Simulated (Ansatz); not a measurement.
Relaxed (111) slab cut from NbN (space group Fm-3m (No. 225)); the slab's formula is Nb6N5, its outer planes Nb (top) and Nb (bottom):

```yaml
crystal:
  lattice:
    - [3.09748, 0.00000, 0.00000]
    - [-1.54874, 2.68250, 0.00000]
    - [0.00000, 0.00000, 27.64540]
  atoms:
    - { symbol: Nb, position: [0.33333, 0.66667, 0.27479] }
    - { symbol: N, position: [0.66667, 0.33333, 0.31481] }
    - { symbol: Nb, position: [0.00000, 0.00000, 0.36121] }
    - { symbol: N, position: [0.33333, 0.66667, 0.40675] }
    - { symbol: Nb, position: [0.66667, 0.33333, 0.45410] }
    - { symbol: N, position: [0.00000, 0.00000, 0.50000] }
    - { symbol: Nb, position: [0.33333, 0.66667, 0.54590] }
    - { symbol: N, position: [0.66667, 0.33333, 0.59325] }
    - { symbol: Nb, position: [0.00000, 0.00000, 0.63879] }
    - { symbol: N, position: [0.33333, 0.66667, 0.68519] }
    - { symbol: Nb, position: [0.66667, 0.33333, 0.72521] }
```

Level of theory: DFT PBEsol, scalar-relativistic, plane waves, PAW (Ansatz 0.2.0). Plane waves to 420 eV, a k mesh through Γ of 12×12×1 on the computed 11-atom cell and Gaussian smearing (0.10 eV); no spin polarisation. A dipole correction removes the field between periodic images along c.

The potential is the smooth part; its values at the atoms depend on the PAW datasets.

Question: How does the plane-averaged electrostatic potential energy of an electron run along c, counted from the Fermi level?

Answer:
```csv
z (Å),V (eV)
2.88,4.90
3.17,4.90
3.46,4.89
3.74,4.89
4.03,4.88
4.32,4.87
4.61,4.83
4.90,4.77
5.18,4.65
5.47,4.41
5.76,3.94
6.05,3.08
6.34,1.51
6.62,-1.48
6.91,-7.51
7.20,-15.31
7.49,-20.48
7.78,-20.03
8.06,-15.48
8.35,-12.42
8.64,-11.56
8.93,-10.33
9.22,-10.12
9.50,-14.89
9.79,-20.66
10.08,-21.69
10.37,-17.20
10.65,-11.28
10.94,-9.75
11.23,-10.31
11.52,-9.26
11.81,-9.64
12.09,-15.19
12.38,-20.77
12.67,-21.33
12.96,-16.51
13.25,-10.74
13.53,-9.60
13.82,-10.35
14.11,-9.60
14.40,-10.74
14.69,-16.51
14.97,-21.33
15.26,-20.77
15.55,-15.19
15.84,-9.64
16.13,-9.26
16.41,-10.31
16.70,-9.75
16.99,-11.28
17.28,-17.20
17.57,-21.69
17.85,-20.66
18.14,-14.89
18.43,-10.12
18.72,-10.33
19.01,-11.56
19.29,-12.42
19.58,-15.48
19.87,-20.03
20.16,-20.48
20.45,-15.31
20.73,-7.51
21.02,-1.48
21.31,1.51
21.60,3.08
21.89,3.94
22.17,4.41
22.46,4.65
22.75,4.77
23.04,4.83
23.33,4.87
23.61,4.88
23.90,4.89
24.19,4.89
24.48,4.90
24.77,4.90
```

The vacuum level lies 4.90 eV above the Fermi level.

Spin polarisation was left out, and a magnetic state may lie lower.

Cost: 1 run of about 4.7 core-minutes, on Intel Xeon Processor @ 2.50GHz (Skylake/Cascade Lake) (shared hosts).